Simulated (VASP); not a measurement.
# Cs (C2/m) in VASP: notebook, part 2 of 2

VASP 6.6.1. The steps go on from the part before.

### 4 Single point, PBEsol

INCAR reads:

```
ADDGRID = False
ALGO = Normal
EDIFF = 1E-6
ENCUT = 350
GGA = PS
ISIF = 2
ISMEAR = 1
LASPH = True
LCHARG = False
LREAL = False
LWAVE = False
NELM = 100
PREC = Accurate
SIGMA = 0.1
```

KPOINTS reads:

```
k-points
0
Gamma
  6 6 6
```

POSCAR reads:

```
Cs
1.0
    3.0190110000     -4.3381320000      0.0000000000
    3.0190110000      4.3381320000      0.0000000000
   -2.5749360000      0.0000000000      4.4138870000
Cs
1
Direct
    0.0000000000      0.0000000000      0.5000000000
```

Potentials or basis: VASP PAW PBE potentials, release 64 (Cs_sv).

On the command line:

```
$ cat potpaw_PBE.64/Cs_sv/POTCAR > POTCAR
$ mpirun -np 1 vasp_std > vasp.out
```

OUTCAR:

```text
EDIFF = 1E-6
   ENCUT = 350
   GGA = PS
   ISIF = 2
   ISMEAR = 1
   LASPH = True
   LREAL = False
   NELM = 100
   PREC = Accurate

 Found     68 irreducible k-points:

 Following reciprocal coordinates:
            Coordinates               Weight
  0.000000  0.000000  0.000000      1.000000
  0.166667  0.000000  0.000000      4.000000
  0.333333  0.000000 -0.000000      4.000000
  0.500000  0.000000 -0.000000      2.000000
  0.166667  0.166667  0.000000      2.000000
  0.333333  0.166667 -0.000000      4.000000
   k-points           NKPTS =     68   k-points in BZ     NKDIM =     68   number of bands    NBANDS=      8
   number of dos      NEDOS =    301   number of ions     NIONS =      1
   total plane-waves  NPLWV =  32768
   dimension x,y,z NGX =    32 NGY =   32 NGZ =   32
   dimension x,y,z NGXF=    64 NGYF=   64 NGZF=   64
   ions per type =               1
   NGX,Y,Z   is equivalent  to a cutoff of  10.07, 10.07, 10.41 a.u.
   NGXF,Y,Z  is equivalent  to a cutoff of  20.13, 20.13, 20.82 a.u.
 SYSTEM =  unknown system
   PREC   = accura    normal or accurate (medium, high low for compatibility)
   ISTART =      0    job   : 0-new  1-cont  2-samecut
   ICHARG =      2    charge: 1-file 2-atom 10-const
   ISPIN  =      1    spin polarized calculation?
   LNONCOLLINEAR =      F non collinear calculations
   LSORBIT =      F    spin-orbit coupling
   LASPH  =      T    aspherical Exc in radial PAW
[... 51 lines left out ...]
 E-fermi :   0.3675     XC(G=0):  -5.4619

 val. band max:        0.3615554271   @ k =   0.0000   0.0000   0.5000
 cond. band min:       0.3688470325   @ k =   0.1667   0.1667   0.5000
 fundamental gap:      0.0072916054
 Fermi energy:         0.3674964690

 k-point     1 :       0.0000    0.0000    0.0000
  band No.  band energies     occupation
      1     -23.4922      2.00000
      2     -10.2239      2.00000
      3     -10.2118      2.00000
      4     -10.2002      2.00000
      5      -1.3155      2.00000
      6       2.6112      0.00000
      7       2.7694      0.00000
      8       3.0721      0.00000
[... 45 lines left out ...]
 k-point     6 :       0.3333    0.1667   -0.0000
  band No.  band energies     occupation
      1     -23.4869      2.00000
      2     -10.3196      2.00000
      3     -10.2629      2.00000
      4     -10.2110      2.00000
      5       0.2784      2.01959
      6       1.3391     -0.00000
      7       1.8326     -0.00000
      8       3.6379      0.00000

 [... further k-points ...]
[... 5 lines left out ...]
  --------------------------------------------------------------------------------------
  -------------------------------------------------------------------------------------
  Total       -0.0745777     -0.0926818     -0.0902344      0.0000000      0.0000000      0.0056698
  in kB       -1.0334778     -1.2843589     -1.2504428      0.0000000      0.0000000      0.0785702
  external PRESSURE =      -1.1894265 kB  Pullay stress =       0.0000000 kB

 VOLUME and BASIS-vectors are now :
 -----------------------------------------------------------------------------
  energy-cutoff  :      350.00
  volume of cell :      115.62
      direct lattice vectors                 reciprocal lattice vectors
     3.019011000 -4.338132000  0.000000000     0.165617151 -0.115256982  0.096616330
     3.019011000  4.338132000  0.000000000     0.165617151  0.115256982  0.096616330
    -2.574936000  0.000000000  4.413887000     0.000000000  0.000000000  0.226557680

 POSITION                                       TOTAL-FORCE (eV/Angst)
 -----------------------------------------------------------------------------------
     -1.28747      0.00000      2.20694         0.000000      0.000000      0.000000
 -----------------------------------------------------------------------------------
    total drift:                               -0.000000      0.000000      0.000000

  FREE ENERGIE OF THE ION-ELECTRON SYSTEM (eV)
  ---------------------------------------------------
  free  energy   TOTEN  =        -0.9275808212 eV

  energy  without entropy=       -0.9265721544  energy(sigma->0) =       -0.92724460
```

Wall time 14 s (1 thread of Intel Xeon Platinum 8488C (Sapphire Rapids), shared host); peak memory 0.18 GiB.

The run converged, but some of its settings lie outside the range that counts as converged, so its numbers aren't taken as properties of the crystal.

What came out:

| Property | Result |
| --- | --- |
| Free energy | -0.9276 eV |
| Pressure | -0.1 GPa |
| Band gap on the k mesh | none (metal or under the smearing width) |

Caveat: the PAW data sets were made with another functional, which shifts forces and pressure a little.

### 5 Single point, PBEsol

INCAR is that of step 4.

KPOINTS is that of step 4.

POSCAR reads:

```
Cs
1.0
    3.0286440000     -4.4025590000     -0.0553060000
    2.9811710000      4.3695220000      0.0984760000
   -2.5313490000      0.0923220000      4.3694900000
Cs
1
Direct
   -0.0054440000      0.0010830000      0.4979030000
```

Potentials or basis: VASP PAW PBE potentials, release 64 (Cs_sv).

On the command line:

```
$ cat potpaw_PBE.64/Cs_sv/POTCAR > POTCAR
$ mpirun -np 1 vasp_std > vasp.out
```

OUTCAR:

```text
EDIFF = 1E-6
   ENCUT = 350
   GGA = PS
   ISIF = 2
   ISMEAR = 1
   LASPH = True
   LREAL = False
   NELM = 100
   PREC = Accurate

 Found    112 irreducible k-points:

 Following reciprocal coordinates:
            Coordinates               Weight
  0.000000  0.000000  0.000000      1.000000
  0.166667 -0.000000 -0.000000      2.000000
  0.333333  0.000000  0.000000      2.000000
  0.500000 -0.000000 -0.000000      1.000000
 -0.000000  0.166667 -0.000000      2.000000
  0.166667  0.166667 -0.000000      2.000000
   k-points           NKPTS =    112   k-points in BZ     NKDIM =    112   number of bands    NBANDS=      8
   number of dos      NEDOS =    301   number of ions     NIONS =      1
   total plane-waves  NPLWV =  36864
   dimension x,y,z NGX =    36 NGY =   32 NGZ =   32
   dimension x,y,z NGXF=    72 NGYF=   64 NGZF=   64
   ions per type =               1
   NGX,Y,Z   is equivalent  to a cutoff of  11.20, 10.06, 10.53 a.u.
   NGXF,Y,Z  is equivalent  to a cutoff of  22.40, 20.11, 21.07 a.u.
 SYSTEM =  unknown system
   PREC   = accura    normal or accurate (medium, high low for compatibility)
   ISTART =      0    job   : 0-new  1-cont  2-samecut
   ICHARG =      2    charge: 1-file 2-atom 10-const
   ISPIN  =      1    spin polarized calculation?
   LNONCOLLINEAR =      F non collinear calculations
   LSORBIT =      F    spin-orbit coupling
   LASPH  =      T    aspherical Exc in radial PAW
   ENCUT  =  350.0 eV  25.72 Ry    5.07 a.u.   8.15  8.07  7.70*2*pi/ulx,y,z
[... 61 lines left out ...]
      2     -10.2261      2.00000
      3     -10.2163      2.00000
      4     -10.1976      2.00000
      5      -1.3151      2.00000
      6       2.5615      0.00000
      7       2.7990      0.00000
      8       3.0546      0.00000
[... 45 lines left out ...]
 k-point     6 :       0.1667    0.1667   -0.0000
  band No.  band energies     occupation
      1     -23.4912      2.00000
      2     -10.2836      2.00000
      3     -10.2450      2.00000
      4     -10.2051      2.00000
      5      -0.5366      2.00000
      6       1.8772     -0.00000
      7       2.0709     -0.00000
      8       3.6904      0.00000

 [... further k-points ...]

------------------------ aborting loop because EDIFF is reached ----------------------------------------

  FORCE on cell =-STRESS in cart. coord.  units (eV):
  Direction    XX          YY          ZZ          XY          YZ          ZX
  --------------------------------------------------------------------------------------
  -------------------------------------------------------------------------------------
  Total       -0.0743876     -0.0914306     -0.0890353      0.0061729     -0.0094907     -0.0069078
  in kB       -1.0308428     -1.2670201     -1.2338266      0.0855428     -0.1315202     -0.0957268
  external PRESSURE =      -1.1772299 kB  Pullay stress =       0.0000000 kB

 VOLUME and BASIS-vectors are now :
 -----------------------------------------------------------------------------
  energy-cutoff  :      350.00
  volume of cell :      115.62
      direct lattice vectors                 reciprocal lattice vectors
     3.028644000 -4.402559000 -0.055306000     0.165058960 -0.114823640  0.098048647
     2.981171000  4.369522000  0.098476000     0.166342001  0.113250823  0.093973007
    -2.531349000  0.092322000  4.369490000    -0.001659677 -0.004005713  0.227982806

 POSITION                                       TOTAL-FORCE (eV/Angst)
 -----------------------------------------------------------------------------------
      1.75502     -4.32789      2.12068         0.000000      0.000000      0.000000
 -----------------------------------------------------------------------------------
    total drift:                               -0.000008      0.000001     -0.000010

  FREE ENERGIE OF THE ION-ELECTRON SYSTEM (eV)
  ---------------------------------------------------
  free  energy   TOTEN  =        -0.9272913919 eV

  energy  without entropy=       -0.9264689102  energy(sigma->0) =       -0.92701723
```

stdout:

```text
POSCAR found type information on POSCAR Cs
 POSCAR found :  1 types and       1 ions
 scaLAPACK will be used
 -----------------------------------------------------------------------------
|                                                                             |
|                                                                             |
|     You enforced a specific xc type in the INCAR file but a different       |
|     I HOPE YOU KNOW WHAT YOU ARE DOING!                                     |
|                                                                             |
 -----------------------------------------------------------------------------

 LDA part: xc-table for (Slater+PW92), standard interpolation
 POSCAR, INCAR and KPOINTS ok, starting setup
 FFT: planning ... GRIDC
 FFT: planning ... GRID_SOFT
 FFT: planning ... GRID
 WAVECAR not read
 entering main loop
```

Run time: 25 s. Hardware: 1 thread of Intel Xeon Platinum 8488C (Sapphire Rapids), shared host; peak memory 0.21 GiB.

These settings aren't checked as converged: the numbers below hold their error.

What came out:

| Property | Result |
| --- | --- |
| Free energy | -0.9273 eV |
| Pressure | -0.1 GPa |
| Band gap on the k mesh | none (metal or under the smearing width) |

Caveat: the PAW data sets were made with another functional, which shifts forces and pressure a little.

### 6 Single point, PBEsol

INCAR: that of step 5 with these lines changed.

```diff
@@ -3,3 +3,3 @@
 EDIFF = 1E-6
-ENCUT = 350
+ENCUT = 400
 GGA = PS
```

KPOINTS is that of step 5.

POSCAR reads:

```
Cs
1.0
    3.0190110000     -4.3381320000      0.0000000000
    3.0190110000      4.3381320000      0.0000000000
   -2.5749360000      0.0000000000      4.4138870000
Cs
1
Direct
    0.0000000000      0.0000000000      0.5000000000
```

Potentials or basis: VASP PAW PBE potentials, release 64 (Cs_sv).

On the command line:

```
$ cat potpaw_PBE.64/Cs_sv/POTCAR > POTCAR
$ mpirun -np 1 vasp_std > vasp.out
```

It took 22 s on 1 thread of Intel Xeon Platinum 8488C (Sapphire Rapids), shared host; peak memory 0.21 GiB.

The run converged, but some of its settings lie outside the range that counts as converged, so its numbers aren't taken as properties of the crystal.

What came out:

```
Free energy            : -0.9277 eV
Pressure               : -0.1 GPa
Band gap on the k mesh : none (metal or under the smearing width)
```

Caveat: the PAW data sets were made with another functional, which shifts forces and pressure a little.

### 7 The reference run

An earlier run on the cell as given: functional PBE; potentials or basis VASP PAW PBE potentials, release 64 (Cs_sv); cutoff 520 eV; k mesh 6 × 6 × 6; occupations fermi-dirac, width 0.05 eV; no spin polarisation.

* Pressure: 0.0 GPa
* Band gap on the k mesh: none (metal or under the smearing width)
